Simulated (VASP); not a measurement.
# Ir (Fm-3m) in VASP: a series of runs

Aim: see how the results for Ir move with the level of theory and the settings. Levels: LDA, PBE. Tasks: phonons, optical spectrum.

All numbers are computed with VASP 6.6.1; they aren't measurements. Logs are shortened: lines on timing, memory, paths and dates and some standing lists are left out, and cuts for length are marked.

### Step 1. The structure

It takes space group Fm-3m (No. 225, cubic). Conventional cell: a = 3.820 Å, b = 3.820 Å, c = 3.820 Å, α = 90.00°, β = 90.00°, γ = 90.00°. Around Ir (site symmetry m-3m) lie 12 Ir at 2.70 Å.

### Step 2. Phonons, LDA

Input file POSCAR:

```
Ir
1.0
    0.0000000000      1.9100387866      1.9100387866
    1.9100387866      0.0000000000      1.9100387866
    1.9100387866      1.9100387866      0.0000000000
  Ir
     1
Direct
     0.0000000000000000    0.0000000000000000    0.0000000000000000
```

Input file INCAR.step1:

```
ALGO     = Fast           # electronic algorithm
EDIFF    = 1E-8           # SCF threshold, eV
EDIFFG   = -0.002         # ionic threshold
ENCUT    = 600            # plane-wave cutoff, eV
IBRION   = 2              # ionic algorithm
ISIF     = 3              # what is computed and relaxed
ISMEAR   = 1              # smearing method
KPAR     = 2            
LASPH    = T              # aspherical terms in the spheres
LCHARG   = F              # write CHGCAR
LREAL    = F              # projectors in reciprocal space
LWAVE    = F              # write WAVECAR
NELM     = 80             # most SCF steps
NSW      = 40             # ionic steps
PREC     = Accurate       # precision mode
SIGMA    = 0.2            # smearing width, eV
```

Input file INCAR.step2:

```
ALGO     = Fast           # electronic algorithm
EDIFF    = 1E-8           # SCF threshold, eV
ENCUT    = 600            # plane-wave cutoff, eV
IBRION   = 6              # ionic algorithm
ISIF     = 2              # what is computed and relaxed
ISMEAR   = 1              # smearing method
KPAR     = 2            
LASPH    = T              # aspherical terms in the spheres
LCHARG   = F              # write CHGCAR
LREAL    = F              # projectors in reciprocal space
LWAVE    = F              # write WAVECAR
NELM     = 80             # most SCF steps
NFREE    = 2            
NSW      = 1              # ionic steps
POTIM    = 0.015          # step
PREC     = Accurate       # precision mode
SIGMA    = 0.2            # smearing width, eV
```

Input file KPOINTS:

```
k-points
0
Gamma
  30 30 30
```

Potentials or basis: VASP PAW LDA potentials, release 64 (Ir).

On the command line:

```console
$ cat potpaw_LDA.64/Ir/POTCAR > POTCAR
$ cp INCAR.step1 INCAR
$ mpirun -np 2 vasp_std > vasp.out
$ cp CONTCAR POSCAR
$ cp INCAR.step2 INCAR
$ mpirun -np 2 vasp_std > vasp.out
```

OUTCAR:

```text
EDIFF = 1E-8
   ENCUT = 600
   IBRION = 6
   ISIF = 2
   ISMEAR = 1
   LASPH = T
   LREAL = F
   NELM = 80
   NFREE = 2
   NSW = 1
   POTIM = 0.015
   PREC = Accurate

 ion  position               nearest neighbor table
   1  0.000  0.000  0.000-

  LATTYP: Found a face centered cubic cell.
 ALAT       =     3.8192513612

  Lattice vectors:

 A1 = (   0.0000000000,   1.9096256806,   1.9096256806)
 A2 = (   1.9096256806,   0.0000000000,   1.9096256806)
 A3 = (   1.9096256806,   1.9096256806,   0.0000000000)

Analysis of symmetry for initial positions (statically):
=====================================================================
 Subroutine PRICEL returns:
 Original cell was already a primitive cell.

 Routine SETGRP: Setting up the symmetry group for a
 face centered cubic supercell.

 Subroutine GETGRP returns: Found 48 space group operations
 (whereof 48 operations were pure point group operations)
 out of a pool of 48 trial point group operations.

The static configuration has the point symmetry O_h .

Analysis of symmetry for dynamics (positions and initial velocities):
=====================================================================
 Subroutine PRICEL returns:
 Original cell was already a primitive cell.

 Routine SETGRP: Setting up the symmetry group for a
 face centered cubic supercell.

 Subroutine GETGRP returns: Found 48 space group operations
 (whereof 48 operations were pure point group operations)
 out of a pool of 48 trial point group operations.

The dynamic configuration has the point symmetry O_h .

 Subroutine INISYM returns: Found 48 space group operations
 (whereof 48 operations are pure point group operations),
 and found     1 'primitive' translations

----------------------------------------------------------------------------------------

                                     Primitive cell

  volume of cell :      13.9276

  direct lattice vectors                    reciprocal lattice vectors
     0.000000000  1.909625681  1.909625681    -0.261831418  0.261831418  0.261831418
     1.909625681  0.000000000  1.909625681     0.261831418 -0.261831418  0.261831418
[... 142 lines left out ...]
  -------------------------------------------------------------------------------------
  Total        0.0000113      0.0000113      0.0000113      0.0000000      0.0000000      0.0000000
  in kB        0.0013001      0.0013001      0.0013001      0.0000000      0.0000000      0.0000000
  external PRESSURE =       0.0013001 kB  Pullay stress =       0.0000000 kB
[... 57 lines left out ...]
--------------------------------------- Ionic step        3  -------------------------------------------

 number of electron       9.0000000 magnetization

 Free energy of the ion-electron system (eV)
  ---------------------------------------------------
  ext. energy  EPLUGINS =         0.00000000
  ---------------------------------------------------
  free energy    TOTEN  =       -10.32481917 eV

  energy without entropy =      -10.32477365  energy(sigma->0) =      -10.32480400

 E-fermi :  10.5763     XC(G=0): -14.2302

 val. band max:       10.5728903435   @ k =   0.4333   0.3667   0.0667
 cond. band min:      10.5792075264   @ k =   0.3333   0.1000   0.0333
 fundamental gap:      0.0063171829
 Fermi energy:        10.5763427127

 k-point     1 :       0.0000    0.0000    0.0000
  band No.  band energies     occupation
      1      -0.6867      2.00000
      2       6.5754      2.00000
      3       6.5754      2.00000
      4       6.5754      2.00000
      5       9.3704      2.00000
      6       9.3704      2.00000
      7      24.8996      0.00000
      8      30.5324      0.00000
[... 243 lines left out ...]
 k-point    24 :       0.2667    0.0333    0.0000
  band No.  band energies     occupation
      1       1.6491      2.00000
      2       6.0422      2.00000
      3       7.0207      2.00000
      4       7.0704      2.00000
      5       9.3862      2.00000
      6       9.8260      2.00000
      7      24.3497      0.00000
      8      27.5037      0.00000

 [... further k-points ...]

------------------------ aborting loop because EDIFF is reached ----------------------------------------

  FORCE on cell =-STRESS in cart. coord.  units (eV):
  Direction    XX          YY          ZZ          XY          YZ          ZX
  --------------------------------------------------------------------------------------
  -------------------------------------------------------------------------------------
  Total        0.0006021      0.0006021      0.0006021      0.0000000      0.0000000     -0.0000000
  in kB        0.0692617      0.0692617      0.0692617      0.0000000      0.0000000     -0.0000000
  external PRESSURE =       0.0692617 kB  Pullay stress =       0.0000000 kB
[... 16 lines left out ...]
  FREE ENERGIE OF THE ION-ELECTRON SYSTEM (eV)
  ---------------------------------------------------
  free  energy   TOTEN  =       -10.3248191729 eV

  energy  without entropy=      -10.3247736451  energy(sigma->0) =      -10.32480400

 INTERNAL STRAIN TENSORS FROM DISPLACED ATOMS
 ============================================

 INTERNAL STRAIN TENSOR FOR ION    1 for displacements in x,y,z  (eV/Angst):
          X           Y           Z          XY          YZ          ZX
  --------------------------------------------------------------------------------
  x     0.00000     0.00000     0.00000     0.00000     0.00000     0.00000
  y     0.00000     0.00000     0.00000     0.00000     0.00000     0.00000
  z     0.00000     0.00000     0.00000     0.00000     0.00000     0.00000

 Eigenvectors and eigenvalues of the dynamical matrix
 ----------------------------------------------------

   1 f/i=    0.000000 THz     0.000000 2PiTHz    0.000000 cm-1     0.000000 meV
             X         Y         Z           dx          dy          dz
      0.000000  0.000000  0.000000     1.000000    0.000000    0.000000

   2 f/i=    0.000000 THz     0.000000 2PiTHz    0.000000 cm-1     0.000000 meV
             X         Y         Z           dx          dy          dz
      0.000000  0.000000  0.000000     0.000000    1.000000    0.000000

   3 f/i=    0.000000 THz     0.000000 2PiTHz    0.000000 cm-1     0.000000 meV
             X         Y         Z           dx          dy          dz
      0.000000  0.000000  0.000000     0.000000    0.000000    1.000000

 ELASTIC MODULI CONTR FROM IONIC RELAXATION (kBar)
 Direction    XX          YY          ZZ          XY          YZ          ZX
 --------------------------------------------------------------------------------
 XX           0.0000      0.0000      0.0000      0.0000      0.0000      0.0000
 YY           0.0000      0.0000      0.0000      0.0000      0.0000      0.0000
 ZZ           0.0000      0.0000      0.0000      0.0000      0.0000      0.0000
 XY           0.0000      0.0000      0.0000      0.0000      0.0000      0.0000
 YZ           0.0000      0.0000      0.0000      0.0000      0.0000      0.0000
 ZX           0.0000      0.0000      0.0000      0.0000      0.0000      0.0000
 --------------------------------------------------------------------------------
```

OUTCAR.step1:

```text
EDIFF = 1E-8
   EDIFFG = -0.002
   ENCUT = 600
   IBRION = 2
   ISIF = 3
   ISMEAR = 1
   LASPH = T
   LREAL = F
   NELM = 80
   NSW = 40
[... 549 lines left out ...]
  -------------------------------------------------------------------------------------
  Total       -0.0003917     -0.0003917     -0.0003917      0.0000000     -0.0000000      0.0000000
  in kB       -0.0450601     -0.0450601     -0.0450601      0.0000000     -0.0000000      0.0000000
  external PRESSURE =      -0.0450601 kB  Pullay stress =       0.0000000 kB
[... 16 lines left out ...]
  FREE ENERGIE OF THE ION-ELECTRON SYSTEM (eV)
  ---------------------------------------------------
  free  energy   TOTEN  =       -10.3248192901 eV

  energy  without entropy=      -10.3247737604  energy(sigma->0) =      -10.32480411

 reached required accuracy - stopping structural energy minimisation
```

Run time: 3.3 min. Hardware: 2 MPI ranks of Intel Xeon Platinum 8488C (Sapphire Rapids), shared host; peak memory 0.3 GiB.

What came out:

| Item | Value |
| --- | --- |
| Relaxed volume | 13.93 Å³/atom |
| Relaxed cell | a = 2.701 Å, b = 2.701 Å, c = 2.701 Å, α = 60.00°, β = 60.00°, γ = 60.00° |
| Space group after relaxing (to 0.05 Å) | Fm-3m (No. 225) |

Final structure:
```
Ir
1.0
     0.00000    1.90963    1.90963
     1.90963    0.00000    1.90963
     1.90963    1.90963    0.00000
Ir
1
Cartesian
  0.0000 0.0000 0.0000
```

[end of part 1 of 2]
